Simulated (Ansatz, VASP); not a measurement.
**MgO: VASP beside Ansatz**

File INCAR:

```
SYSTEM = MgO
  PREC = Accurate
  ENCUT = 520
  EDIFF = 1E-7
  ISMEAR = 0
  SIGMA = 0.05
  LREAL = .False.
  LASPH = .True.
  NELM = 100
  ALGO = Normal
  ISIF = 2
  LWAVE = .False.
  LCHARG = .False.
  GGA = PE
  NBANDS = 26
```

Contents of KPOINTS:

```
regular mesh
0
Gamma
  9 9 2
  0 0 0
```

The input POSCAR:

```
MgO
1.0
    3.1712000000      0.0000000000      0.0000000000
   -1.5856000000      2.7463397605      0.0000000000
    0.0000000000      0.0000000000     10.2335000000
Mg O
4 4
Direct
    0.3333333333      0.6666666667      0.9694906392
    0.0000000000      0.0000000000      0.2208211786
    0.0000000000      0.0000000000      0.7208211786
    0.6666666667      0.3333333333      0.4694906392
    0.3333333333      0.6666666667      0.7800420079
    0.0000000000      0.0000000000      0.5296443544
    0.0000000000      0.0000000000      0.0296443544
    0.6666666667      0.3333333333      0.2800420079
```

Input for Ansatz:

```yaml
crystal:
  lattice:
    - [3.1712, 0.0, 0.0]
    - [-1.5856, 2.7463397605, 0.0]
    - [0.0, 0.0, 10.2335]
  atoms:
    - { symbol: Mg, position: [0.3333333333, 0.6666666667, 0.9694906392] }
    - { symbol: Mg, position: [0.0, 0.0, 0.2208211786] }
    - { symbol: Mg, position: [0.0, 0.0, 0.7208211786] }
    - { symbol: Mg, position: [0.6666666667, 0.3333333333, 0.4694906392] }
    - { symbol: O, position: [0.3333333333, 0.6666666667, 0.7800420079] }
    - { symbol: O, position: [0.0, 0.0, 0.5296443544] }
    - { symbol: O, position: [0.0, 0.0, 0.0296443544] }
    - { symbol: O, position: [0.6666666667, 0.3333333333, 0.2800420079] }
basis:
  ecutwfc: 520.0
kpoints:
  mp_grid: { grid: [9, 9, 2] }
hamiltonian:
  xc: pbe
  pseudopotentials: { kind: paw, azcp: { folder: soft_1 } }
scf:
  occupations: { method: gaussian, width: 0.05 }
output:
  forces: true
  stress: true
  eigenvalues: true
```

Alike in both runs: task single point; functional PBE; k mesh 9 × 9 × 2; occupations gaussian, width 0.05 eV; no spin polarisation.

```csv
,VASP,Ansatz
version,VASP 6.6.1,Ansatz 0.2.0
potentials or method,"VASP PAW PBE potentials, release 64 (Mg, O)","scalar-relativistic, plane waves, PAW"
plane-wave cutoff (eV),520,520
valence electrons in the cell,32,64
```

Ansatz gave:

```
gap on the k mesh at the Fermi level (eV)       : 4.02
least direct gap on the mesh (eV)               : 4.02
pressure (GPa)                                  : 13.2
largest component of the traceless stress (GPa) : 1.68
rms of the force components (eV/Å)              : 0.039
```

Problem. Which values does VASP return?

Solution. gap on the k mesh at the Fermi level (eV): 4.00; least direct gap on the mesh (eV): 4.00; pressure (GPa): 12.8; largest component of the traceless stress (GPa): 1.69; rms of the force components (eV/Å): 0.040.

Atom by atom the forces differ by 0.001 eV/Å (rms over components). The two sets of potentials don't hold the same shells in valence.
